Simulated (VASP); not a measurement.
Input of a VASP 6.6.1 run:

Contents of INCAR:

```
SYSTEM = Ni
  PREC = Accurate
  ENCUT = 550
  EDIFF = 1E-6
  ISMEAR = 0
  SIGMA = 0.02
  LREAL = .FALSE.
  LASPH = .TRUE.
  NELM = 150
  ALGO = Normal
  ISIF = 2
  LWAVE = .FALSE.
  LCHARG = .FALSE.
  ISPIN = 2
  MAGMOM = 1
  LORBIT = 11
  LMAXMIX = 4
  GGA = RP
  NBANDS = 15
```

Contents of KPOINTS:

```
regular mesh
0
G
  13 13 13
  0 0 0
```

File POSCAR:

```
Ni
1.0
   -1.3837154700      1.3837154700      1.3837154700
    1.3837154700     -1.3837154700      1.3837154700
    1.3837154700      1.3837154700     -1.3837154700
Ni
1
Cartesian
    0.0000000000      0.0000000000      0.0000000000
```

Potentials or basis: VASP PAW PBE potentials, release 64 (Ni_GW).

Run with:

```bash
$ cat potpaw_PBE.64/Ni_GW/POTCAR > POTCAR
$ mpirun -np 1 vasp_std > vasp.out
```

(1) What does it give for the band gap on the k mesh?

(2) Estimate the site moments.

(3) Estimate the net moment.

(4) What does it give for the pressure?

Results:

(1) none (metal or under the smearing width).

(2) Ni +0.59 μB.

(3) 0.59 μB per cell.

(4) 12.2 GPa.

Caveat: the PAW data sets were made with another functional, which shifts forces and pressure a little.
